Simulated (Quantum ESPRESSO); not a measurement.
**GaN: phonon spectrum and thermodynamics under several settings**

```
Ga N
1.0
     0.00000    2.25350    2.25350
     2.25350    0.00000    2.25350
     2.25350    2.25350    0.00000
Ga N
1 1
Direct
  0.00000 0.00000 0.00000
  0.25000 0.25000 0.25000
```

The cell is a database's computed one.

All runs used Quantum ESPRESSO 7.5; k mesh 6 × 6 × 6, shifted; relaxed cell; no spin polarisation; cutoff 762 eV; occupations smeared at first, fixed for the response; q mesh 2 × 2 × 2.

```tsv
level	potentials	volume (Å³/atom)	highest frequency (cm⁻¹)	zero-point energy (meV/atom)	entropy at room temperature (k_B/atom)
LDA	GBRV 1.5 LDA	11.10	731	77.8	1.95
PBE	GBRV 1.5 PBE	?	?	?	?
```

Q: What stands in the row left open?

A: Volume 11.78 Å³/atom; highest frequency 692 cm⁻¹; zero-point energy 73.5 meV/atom; entropy at room temperature 2.04 k_B/atom.

For the row left open. Caveat: the q mesh is small, so phonon branches between its points and thermal values are rough.
